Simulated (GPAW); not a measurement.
Crystal: SiC (Moissanite).

```
Si C
1.0
     3.07600    0.00000    0.00000
    -1.53800    2.66389    0.00000
     0.00000    0.00000    5.04800
Si C
2 2
Direct
  0.66667 0.33333 0.50000
  0.33333 0.66667 0.00000
  0.66667 0.33333 0.88500
  0.33333 0.66667 0.38500
```

```yaml
Program: GPAW 26.7.0
Task: relaxation of cell and atoms
Functional: r2SCAN
Potentials_or_basis: GPAW PAW data sets (gpaw-data 1.2.1)
Cutoff: 800 eV
Basis: pw
k_mesh: 7 × 7 × 4
Occupations: fermi-dirac, width 0.05 eV
Spin: no spin polarisation
```

At the start: pressure 1.3 GPa; volume 10.34 Å³/atom.

Where does the relaxation end?

Over 6 steps the energy falls by 9.4 meV/atom and the volume is 10.39 Å³/atom (+0.5 %); space group P6_3mc (No. 186, to 0.05 Å).

Step by step:
```tsv
step	energy change (eV)	largest force (eV/Å)	pressure (GPa)	volume (Å³)
1	0.0000	0.7713	1.35	41.36
2	-0.0271	0.4149	0.94	41.40
3	-0.0372	0.0453	0.53	41.46
4	-0.0374	0.0020	0.47	41.47
5	-0.0375	0.0126	0.36	41.49
6	-0.0377	0.0151	0.03	41.55
```

Final structure:
```
Si C
1.0
     3.08102    0.00000    0.00000
    -1.54051    2.66824    0.00000
     0.00000    0.00000    5.05457
Si C
2 2
Direct
  0.66667 0.33333 0.50448
  0.33333 0.66667 0.00448
  0.66667 0.33333 0.88054
  0.33333 0.66667 0.38054
```

Caveat: later steps reuse the first step's grids; the PAW data sets were made with another functional, which shifts forces and pressure a little.
